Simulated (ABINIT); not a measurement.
**NaH (Fm-3m): G0W0 in ABINIT against the bands in the self-energy**

How does the gap of NaH (Fm-3m) converge in the bands in the self-energy?

Method: PBE and many-body steps on it, plane waves, in ABINIT 10.8.3.

## Step 1: The structure

It takes space group Fm-3m (No. 225, cubic). The conventional cell has a = 4.773 Å, b = 4.773 Å, c = 4.773 Å, α = 90.00°, β = 90.00°, γ = 90.00°. Nearest to Na lie 6 H at 2.39 Å. H has 6 Na at 2.39 Å nearest. Farther neighbours are not listed.

The cell and positions are those that the Materials Project relaxed with its own functionals (PBE, PBE+U or r2SCAN), kept fixed.

## Step 2: Screening, 4×4×4 mesh, 86 bands, screening to 217.7 eV

This step: ABINIT 10.8.3; RPA screening on PBE, plane waves, norm-conserving pseudopotentials.

The RPA dielectric matrix is built and inverted for each q.

run.abi reads:

```
acell 3*1.0 Angstrom
rprim 
  -0.000000000000 2.386421665200 2.386421665200
  2.386421665200 -0.000000000000 2.386421665200
  2.386421665200 2.386421665200 -0.000000000000
ntypat 2
znucl 11 1
natom 2
typat 1 2
xred 
  0.000000000000 0.000000000000 0.000000000000
  0.500000000000 0.500000000000 0.500000000000
pp_dirpath "pseudos"
pseudos "Na.upf, H.upf"
ecut 38
ngkpt 4 4 4
nshiftk 1
shiftk 0 0 0
kptopt 1
chksymbreak 0
istwfk *1
occopt 1
irdwfk 1
optdriver 3
nband 86
ecuteps 8
inclvkb 2
awtr 1
symchi 1
indata_prefix "in"
outdata_prefix "out"
tmpdata_prefix "tmp"
```

The run is started by

```
OMP_NUM_THREADS=1 mpirun -n 4 abinit run.abi > log
```

Output:

```text
.Version 10.8.3 of ABINIT. v10.8.2 released Aug 2026.

 Symmetries : space group Fm -3 m (#225); Bravais cF (face-center cubic)
[... echo of the input left out ...]
== DATASET  1 ==================================================================
-   mpi_nproc: 4, omp_nthreads: 1 (-1 if OMP is not activated)

--- !DatasetInfo
iteration_state: {dtset: 1, }
dimensions: {natom: 2, nkpt: 8, mband: 86, nsppol: 1, nspinor: 1, nspden: 1, mpw: 2085, }
cutoff_energies: {ecut:  38.0, pawecutdg:  -1.0, }
electrons: {nelect:   1.00000000E+01, charge:   0.00000000E+00, occopt:   1.00000000E+00, tsmear:   1.00000000E-02, }

 SCREENING: Calculation of the susceptibility and dielectric matrices

 Based on a program developped by R.W. Godby, V. Olevano, G. Onida, and L. Reining.
 Incorporated in ABINIT by V. Olevano, G.-M. Rignanese, and M. Torrent.
.Using double precision arithmetic ; gwpc =  8

[... cell and pseudopotentials left out ...]
--------------------------------------------------------------------------------

 ==== K-mesh for the wavefunctions ====
 Number of points in the irreducible wedge :     8
[... list of points left out ...]
 Together with 48 symmetry operations and time-reversal symmetry
 yields    64 points in the full Brillouin Zone.

 ==== Q-mesh for the screening function ====
 Number of points in the irreducible wedge :     8
[... list of points left out ...]
 Together with 48 symmetry operations and time-reversal symmetry
 yields    64 points in the full Brillouin Zone.

 setmesh: FFT mesh size selected  =    25x   25x   25
          total number of points  =        15625

 vcoul_init : cutoff-mode = AUXILIARY_FUNCTION
 q-points for optical limit:   1
     1)      0.000010    0.000020    0.000030

- screening: taking advantage of time-reversal symmetry
- Maximum band index for partially occupied states nbvw = 5
- Remaining bands to be divided among processors   nbcw = 81
- Number of bands treated by each node ~20

 Number of electrons calculated from density =   10.0000; Expected =   10.0000
 average of density, n =  0.054517
 r_s =    1.6360
 omega_plasma =   22.5228 [eV]

 calculating chi0 at frequencies [eV] :
  1    0.000000E+00    0.000000E+00
  2    0.000000E+00    2.252276E+01

--------------------------------------------------------------------------------
  q-point number  1        q = ( 0.000000, 0.000000, 0.000000) [r.l.u.]
--------------------------------------------------------------------------------
[... chi0 elements left out ...]
 For q-point:  0.000010 0.000020 0.000030
  dielectric constant =   2.8923
  dielectric constant without local fields =   3.2005

  Average fulfillment of the sum rule on Im[epsilon] for q-point    1 :     64.36  [%]
[... wings left out ...]
  q-point number  2        q = ( 0.250000, 0.000000, 0.000000) [r.l.u.]
--------------------------------------------------------------------------------
[... chi0 elements left out ...]
  Average fulfillment of the sum rule on Im[epsilon] for q-point    2 :     75.24  [%]

 [... 6 further q-points ...]
```

It took 7.4 s on 4 MPI ranks of Arm Neoverse V1, shared host; peak memory 0.5 GiB; 29 s of CPU time.

Numbers from this step:

```yaml
eps_infinity_with_local_fields_on_this_mesh_along_the_program_s_q_direction: 2.892
the_same_without_local_fields: 3.200
plasma_frequency: 22.52 eV
plane_waves_in_the_screening_matrix: 181
```

Local fields lower ε∞ by 10 %. On a Γ-centred mesh this coarse the value itself is usually too large, while a short band sum pulls it down.

## Step 3: 13 bands

This step: G0W0 on PBE, plane waves, norm-conserving pseudopotentials.

run.abi: that of step 2 with these lines changed.

```diff
@@ -23,8 +23,19 @@
 irdwfk 1
-optdriver 3
-nband 86
+optdriver 4
+nband 13
+gwcalctyp 0
+ecutsigx 38
+symsigma 1
+nkptgw 3
+kptgw 
+  -0.2500000000 0.5000000000 0.2500000000
+  0.5000000000 0.0000000000 0.0000000000
+  0.0000000000 0.0000000000 0.0000000000
+bdgw 
+  4 7
+  3 7
+  2 9
 ecuteps 8
-inclvkb 2
-awtr 1
-symchi 1
+irdscr 1
+ppmodel 1
 indata_prefix "in"
```

Output:

```text
.Version 10.8.3 of ABINIT. v10.8.2 released Aug 2026.

 Symmetries : space group Fm -3 m (#225); Bravais cF (face-center cubic)
[... echo of the input left out ...]
== DATASET  1 ==================================================================
-   mpi_nproc: 4, omp_nthreads: 1 (-1 if OMP is not activated)

--- !DatasetInfo
iteration_state: {dtset: 1, }
dimensions: {natom: 2, nkpt: 8, mband: 13, nsppol: 1, nspinor: 1, nspden: 1, mpw: 2085, }
cutoff_energies: {ecut:  38.0, pawecutdg:  -1.0, }
electrons: {nelect:   1.00000000E+01, charge:   0.00000000E+00, occopt:   1.00000000E+00, tsmear:   1.00000000E-02, }

 SIGMA: Calculation of the GW corrections

 Based on a program developped by R.W. Godby, V. Olevano, G. Onida, and L. Reining.
 Incorporated in ABINIT by V. Olevano, G.-M. Rignanese, and M. Torrent.
.Using double precision arithmetic ; gwpc =  8

[... cell and pseudopotentials left out ...]
--------------------------------------------------------------------------------

 ==== K-mesh for the wavefunctions ====
 Number of points in the irreducible wedge :     8
[... list of points left out ...]
 Together with 48 symmetry operations and time-reversal symmetry
 yields    64 points in the full Brillouin Zone.

 ==== Q-mesh for screening function ====
 Number of points in the irreducible wedge :     8
[... list of points left out ...]
 Together with 48 symmetry operations and time-reversal symmetry
 yields    64 points in the full Brillouin Zone.

 vcoul_init : cutoff-mode = AUXILIARY_FUNCTION
 q-points for optical limit:   1
     1)      0.000010    0.000020    0.000030
 setmesh: FFT mesh size selected  =    36x   36x   36
          total number of points  =        46656

 Number of electrons calculated from density =   10.0000; Expected =   10.0000
 average of density, n =  0.054517
 r_s =    1.6360
 omega_plasma =   22.5228 [eV]

 === KS Band Gaps ===
  >>>> For spin  1
   Minimum direct gap =   4.7080 [eV], located at k-point      :   0.5000  0.0000  0.0000
   Fundamental gap    =   3.8291 [eV], Top of valence bands at :  -0.2500  0.5000  0.2500
                                       Bottom of conduction at :   0.5000  0.0000  0.0000
 SIGMA fundamental parameters:
 PLASMON POLE MODEL  1
 number of plane-waves for SigmaX                 2085
 number of plane-waves for SigmaC and W            181
 number of plane-waves for wavefunctions          2085
 number of bands                                    13
 number of independent spin polarizations            1
 number of spinorial components                      1
 number of k-points in IBZ                           8
 number of q-points in IBZ                           8
 number of symmetry operations                      48
 number of k-points in BZ                           64
 number of q-points in BZ                           64
 number of frequencies for dSigma/dE                 9
 frequency step for dSigma/dE [eV]                0.25
 number of omega for Sigma on real axis              0
 max omega for Sigma on real axis  [eV]           0.00
 zcut for avoiding poles [eV]                     0.10

 EPSILON^-1 parameters (SCR file):
 dimension of the eps^-1 matrix on file            181
 dimension of the eps^-1 matrix used               181
 number of plane-waves for wavefunctions          2085
 number of bands                                    86
 number of q-points in IBZ                           8
 number of frequencies                               2
 number of real frequencies                          1
 number of imag frequencies                          1

 matrix elements of self-energy operator (all in [eV])

 Perturbative Calculation

--- !SelfEnergy_ee
iteration_state: {dtset: 1, }
kpoint     : [  -0.250,    0.500,    0.250, ]
spin       : 1
KS_gap     :    6.132
QP_gap     :    8.306
Delta_QP_KS:    2.173
data: !SigmaeeData |
     Band     E0 <VxcDFT>   SigX SigC(E0)      Z dSigC/dE  Sig(E)    E-E0       E
        4 -22.617 -29.035 -40.946   6.349   0.873  -0.145 -33.891  -4.856 -27.473
        5  -0.504 -10.693 -14.267   2.194   0.769  -0.301 -11.754  -1.061  -1.565
        6   5.628  -7.523  -3.223  -2.955   0.827  -0.209  -6.410   1.112   6.741
        7   5.628  -7.523  -3.223  -2.955   0.827  -0.209  -6.410   1.112   6.741

--- !SelfEnergy_ee
iteration_state: {dtset: 1, }
kpoint     : [   0.500,    0.000,    0.000, ]
spin       : 1
KS_gap     :    4.708
QP_gap     :    6.859
Delta_QP_KS:    2.151
data: !SigmaeeData |
     Band     E0 <VxcDFT>   SigX SigC(E0)      Z dSigC/dE  Sig(E)    E-E0       E
        3 -22.592 -29.105 -41.016   6.357   0.859  -0.164 -33.878  -4.774 -27.365
        4 -22.592 -29.105 -41.016   6.357   0.859  -0.164 -33.878  -4.774 -27.365
[...]
--- !SelfEnergy_ee
iteration_state: {dtset: 1, }
kpoint     : [   0.000,    0.000,    0.000, ]
spin       : 1
KS_gap     :   14.468
QP_gap     :   17.508
Delta_QP_KS:    3.041
data: !SigmaeeData |
     Band     E0 <VxcDFT>   SigX SigC(E0)      Z dSigC/dE  Sig(E)    E-E0       E
[...]
7  15.444  -6.474  -1.257  -3.547   0.719  -0.392  -5.274   1.200  16.644
        8  15.444  -6.474  -1.257  -3.547   0.719  -0.392  -5.274   1.200  16.644
        9  15.444  -6.474  -1.257  -3.547   0.719  -0.392  -5.274   1.200  16.644

== END DATASET(S) ==============================================================
================================================================================

 -outvars: echo values of variables after computation  --------
           etotal      0.0000000000E+00
            nband          13
             nkpt           8
          spgroup         225
 [... the other variables as echoed above ...]

 Calculation completed.
```

The job ended after 3.5 s (4 MPI ranks; peak memory 0.48 GiB).

Numbers from this step:

```yaml
g0w0_gap_on_the_points_computed: 5.856 eV
starting_gap_on_the_mesh: 3.829 eV
k_of_the_valence_top: -0.25, 0.5, 0.25
k_of_the_conduction_bottom: 0.5, 0, 0
z_at_the_valence_top: 0.769
z_at_the_conduction_bottom: 0.835
least_direct_g0w0_gap_on_the_computed_points: 6.859 eV
```

## Step 4: 25 bands

The self-energy is evaluated for the states that the input lists, and the levels follow from it, in one-shot runs by the linearised quasiparticle equation.

run.abi: that of step 3 with these lines changed.

```diff
@@ -24,3 +24,3 @@
 optdriver 4
-nband 13
+nband 25
 gwcalctyp 0
```

Output:

```text
.Version 10.8.3 of ABINIT. v10.8.2 released Aug 2026.

 Symmetries : space group Fm -3 m (#225); Bravais cF (face-center cubic)
[... echo of the input left out ...]
== DATASET  1 ==================================================================
-   mpi_nproc: 4, omp_nthreads: 1 (-1 if OMP is not activated)

--- !DatasetInfo
iteration_state: {dtset: 1, }
dimensions: {natom: 2, nkpt: 8, mband: 25, nsppol: 1, nspinor: 1, nspden: 1, mpw: 2085, }
cutoff_energies: {ecut:  38.0, pawecutdg:  -1.0, }
electrons: {nelect:   1.00000000E+01, charge:   0.00000000E+00, occopt:   1.00000000E+00, tsmear:   1.00000000E-02, }

 SIGMA: Calculation of the GW corrections

 Based on a program developped by R.W. Godby, V. Olevano, G. Onida, and L. Reining.
 Incorporated in ABINIT by V. Olevano, G.-M. Rignanese, and M. Torrent.
.Using double precision arithmetic ; gwpc =  8

[... cell and pseudopotentials left out ...]
--------------------------------------------------------------------------------

 ==== K-mesh for the wavefunctions ====
 Number of points in the irreducible wedge :     8
[... list of points left out ...]
 Together with 48 symmetry operations and time-reversal symmetry
 yields    64 points in the full Brillouin Zone.

 ==== Q-mesh for screening function ====
 Number of points in the irreducible wedge :     8
[... list of points left out ...]
 Together with 48 symmetry operations and time-reversal symmetry
 yields    64 points in the full Brillouin Zone.

 vcoul_init : cutoff-mode = AUXILIARY_FUNCTION
 q-points for optical limit:   1
     1)      0.000010    0.000020    0.000030
 setmesh: FFT mesh size selected  =    36x   36x   36
          total number of points  =        46656

 Number of electrons calculated from density =   10.0000; Expected =   10.0000
[...]
number of plane-waves for wavefunctions          2085
 number of bands                                    86
 number of q-points in IBZ                           8
 number of frequencies                               2
 number of real frequencies                          1
 number of imag frequencies                          1

 matrix elements of self-energy operator (all in [eV])

 Perturbative Calculation

--- !SelfEnergy_ee
iteration_state: {dtset: 1, }
kpoint     : [  -0.250,    0.500,    0.250, ]
spin       : 1
KS_gap     :    6.132
QP_gap     :    8.396
Delta_QP_KS:    2.264
data: !SigmaeeData |
     Band     E0 <VxcDFT>   SigX SigC(E0)      Z dSigC/dE  Sig(E)    E-E0       E
        4 -22.617 -29.035 -40.946   6.215   0.872  -0.147 -34.002  -4.967 -27.584
        5  -0.504 -10.693 -14.267   1.772   0.765  -0.308 -12.071  -1.378  -1.882
        6   5.628  -7.523  -3.223  -3.224   0.823  -0.215  -6.637   0.886   6.514
[...]
--- !SelfEnergy_ee
iteration_state: {dtset: 1, }
kpoint     : [   0.500,    0.000,    0.000, ]
spin       : 1
KS_gap     :    4.708
QP_gap     :    6.921
Delta_QP_KS:    2.213
data: !SigmaeeData |
     Band     E0 <VxcDFT>   SigX SigC(E0)      Z dSigC/dE  Sig(E)    E-E0       E
[...]
--- !SelfEnergy_ee
iteration_state: {dtset: 1, }
kpoint     : [   0.000,    0.000,    0.000, ]
spin       : 1
KS_gap     :   14.468
QP_gap     :   17.202
Delta_QP_KS:    2.735
data: !SigmaeeData |
     Band     E0 <VxcDFT>   SigX SigC(E0)      Z dSigC/dE  Sig(E)    E-E0       E
[...]
8  15.444  -6.474  -1.257  -4.247   0.707  -0.415  -5.788   0.685  16.130
        9  15.444  -6.474  -1.257  -4.247   0.707  -0.415  -5.788   0.685  16.130

== END DATASET(S) ==============================================================
================================================================================

 -outvars: echo values of variables after computation  --------
           etotal      0.0000000000E+00
            nband          25
             nkpt           8
          spgroup         225
 [... the other variables as echoed above ...]

 Calculation completed.
```

The job ended after 4.4 s (4 MPI ranks; peak memory 0.48 GiB).

Numbers from this step:

```
G0W0 gap on the points computed              : 5.968 eV
starting gap on the mesh                     : 3.829 eV
k of the valence top                         : -0.25, 0.5, 0.25
k of the conduction bottom                   : 0.5, 0, 0
Z at the valence top                         : 0.765
Z at the conduction bottom                   : 0.832
least direct G0W0 gap on the computed points : 6.922 eV
```

The gap on the mesh goes from 3.83 eV to 5.97 eV, a correction of +2.14 eV.

## Step 5: 52 bands

run.abi: that of step 4 with these lines changed.

```diff
@@ -24,3 +24,3 @@
 optdriver 4
-nband 25
+nband 52
 gwcalctyp 0
```

Output:

```text
.Version 10.8.3 of ABINIT. v10.8.2 released Aug 2026.

 Symmetries : space group Fm -3 m (#225); Bravais cF (face-center cubic)
[... echo of the input left out ...]
== DATASET  1 ==================================================================
-   mpi_nproc: 4, omp_nthreads: 1 (-1 if OMP is not activated)

--- !DatasetInfo
iteration_state: {dtset: 1, }
dimensions: {natom: 2, nkpt: 8, mband: 52, nsppol: 1, nspinor: 1, nspden: 1, mpw: 2085, }
cutoff_energies: {ecut:  38.0, pawecutdg:  -1.0, }
[...]
Band     E0 <VxcDFT>   SigX SigC(E0)      Z dSigC/dE  Sig(E)    E-E0       E
[...]
8  15.444  -6.474  -1.257  -4.437   0.705  -0.418  -5.924   0.550  15.995
        9  15.444  -6.474  -1.257  -4.437   0.705  -0.418  -5.924   0.550  15.995

== END DATASET(S) ==============================================================
================================================================================

 -outvars: echo values of variables after computation  --------
           etotal      0.0000000000E+00
            nband          52
             nkpt           8
          spgroup         225
 [... the other variables as echoed above ...]

 Calculation completed.
```

Run time: 6.4 s. Hardware: 4 MPI ranks; peak memory 0.49 GiB; 25 s of CPU time.

Numbers from this step:

- G0W0 gap on the points computed: 6.059 eV
- starting gap on the mesh: 3.829 eV
- k of the valence top: -0.25, 0.5, 0.25
- k of the conduction bottom: 0.5, 0, 0
- least direct G0W0 gap on the computed points: 6.986 eV

Against the run before, the gap moves by +0.091 eV.

## Step 6: 86 bands

run.abi: that of step 5 with these lines changed.

```diff
@@ -24,3 +24,3 @@
 optdriver 4
-nband 52
+nband 86
 gwcalctyp 0
```

Output:

```text
.Version 10.8.3 of ABINIT. v10.8.2 released Aug 2026.

 Symmetries : space group Fm -3 m (#225); Bravais cF (face-center cubic)
[... echo of the input left out ...]
== DATASET  1 ==================================================================
-   mpi_nproc: 4, omp_nthreads: 1 (-1 if OMP is not activated)

--- !DatasetInfo
iteration_state: {dtset: 1, }
dimensions: {natom: 2, nkpt: 8, mband: 86, nsppol: 1, nspinor: 1, nspden: 1, mpw: 2085, }
cutoff_energies: {ecut:  38.0, pawecutdg:  -1.0, }
[...]
Band     E0 <VxcDFT>   SigX SigC(E0)      Z dSigC/dE  Sig(E)    E-E0       E
[...]
8  15.444  -6.474  -1.257  -4.480   0.705  -0.418  -5.954   0.520  15.964
        9  15.444  -6.474  -1.257  -4.480   0.705  -0.418  -5.954   0.520  15.964

== END DATASET(S) ==============================================================
================================================================================

 -outvars: echo values of variables after computation  --------
           etotal      0.0000000000E+00
            nband          86
             nkpt           8
          spgroup         225
 [... the other variables as echoed above ...]

 Calculation completed.
```

It took 9.2 s on 4 MPI ranks; peak memory 0.56 GiB.

This step gave:

- G0W0 gap on the points computed: 6.086 eV
- starting gap on the mesh: 3.829 eV
- k of the valence top: -0.25, 0.5, 0.25
- k of the conduction bottom: 0.5, 0, 0
- least direct G0W0 gap on the computed points: 7.005 eV

Against the run before, the gap moves by +0.027 eV.

## Step 7: The runs together

Times are wall times on 4 MPI ranks of Arm Neoverse V1, shared host, good to a factor of about two. A run's time includes the screening step that it read.

| run | mesh | bands | screening cutoff (eV) | DFT gap (eV) | gap on the mesh (eV) | direct (eV) | ε∞ used | time |
| --- | --- | --- | --- | --- | --- | --- | --- | --- |
| 13 bands | 4×4×4 | 13 | 217.7 | 3.829 | 5.856 | 6.859 | 2.89 | 11 s |
| 25 bands | 4×4×4 | 25 | 217.7 | 3.829 | 5.968 | 6.922 | 2.89 | 12 s |
| 52 bands | 4×4×4 | 52 | 217.7 | 3.829 | 6.059 | 6.986 | 2.89 | 14 s |
| 86 bands | 4×4×4 | 86 | 217.7 | 3.829 | 6.086 | 7.005 | 2.89 | 17 s |

## Step 8: Results

| Item | Value |
| --- | --- |
| 13 bands | 5.856 eV |
| 25 bands | 5.968 eV |
| 52 bands | 6.059 eV |
| 86 bands | 6.086 eV |
| known limits | not at the basis limit; coarse k mesh |

The setting moved: bands in the self-energy. From 13 bands to 86 bands the gap moves by +0.23 eV. The last step still moves it by +0.027 eV. Bands and screening cutoff are coupled, so a series along one setting does not show full convergence. Bands and cutoff are finite, so the gap is not at the basis limit. The miss can reach some tenths of an eV and take either sign; the mesh is an error of its own. In the G0W0 runs levels were corrected at 3 k points alone, so a gap called «on the mesh» is the least over those, and an edge elsewhere would be missed. The 4×4×4 mesh is coarse for this cell, which bears on the long-range parts of exchange and screening.

[Paths, hosts, dates, memory and timing lines, banners, echoed tables and standing remarks are left out of the program output.]

[Logs are printed without paths, hosts, clocks, repeated set-up lines and the standing remarks that a program may print on its own settings, such as how far it seeks lower states.]

[Runs of the session that timed out or met a known fault of the program may be left out.]

[Hosts, paths, dates, database ids (printed as entryN), source tags and the programs' standing remarks are cut or masked in the printed files.]

[G0W0 gaps are taken among the corrected bands and points alone; a level outside them can change the order at an edge.]

[Where Ansatz stands beside ABINIT at settings called matched, ABINIT's density can come from a denser mesh and the files from another edition; pairs whose starting gaps differed by over 0.03 eV were left out, so agreement reads better than it is.]
